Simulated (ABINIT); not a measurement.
Ti, 3 atoms in the cell. Symmetry: P6/mmm, No. 191, hexagonal system. Conventional cell: a = 4.567 Å, b = 4.567 Å, c = 2.826 Å, α = 90.00°, β = 90.00°, γ = 120.00°. Ti (site symmetry -6m2) is surrounded by 11 Ti at 2.64 to 2.99 Å. Ti (site symmetry 6/mmm) is surrounded by 14 Ti at 2.83 to 2.99 Å. This isn't the form of Ti at room conditions, which is hcp.

| Property | Result |
| --- | --- |
| Program | ABINIT 10.8.3 (patched build) |
| Task | positron lifetime |
| Functional | LDA |
| Potentials or basis | JTH PAW LDA v2.0 |
| Cutoff | 354 eV |
| k mesh | 5 × 5 × 6 |
| Occupations | fermi-dirac, width 0.136 eV |
| Spin | no spin polarisation |
| Electron-positron correlation | Sterne-Kaiser GGA |
| Fine-grid cutoff | 707.496 eV |

Potentials or basis: JTH PAW LDA v2.0.

Command:

```bash
$ abinit run.abi > log 2>&1
```

Hardware: 1 thread of Intel(R) Xeon(R) Platinum 8488C (Sapphire Rapids), with other jobs on the host.

Problem. How long does it take, and how much memory?

Solution. Wall time 24 s on 1 thread of Intel(R) Xeon(R) Platinum 8488C (Sapphire Rapids), with other jobs on the host, peak memory 0.08 GiB. Counts: scf iterations 24, mpi ranks 1, k points 20, bands 22, plane waves 785.
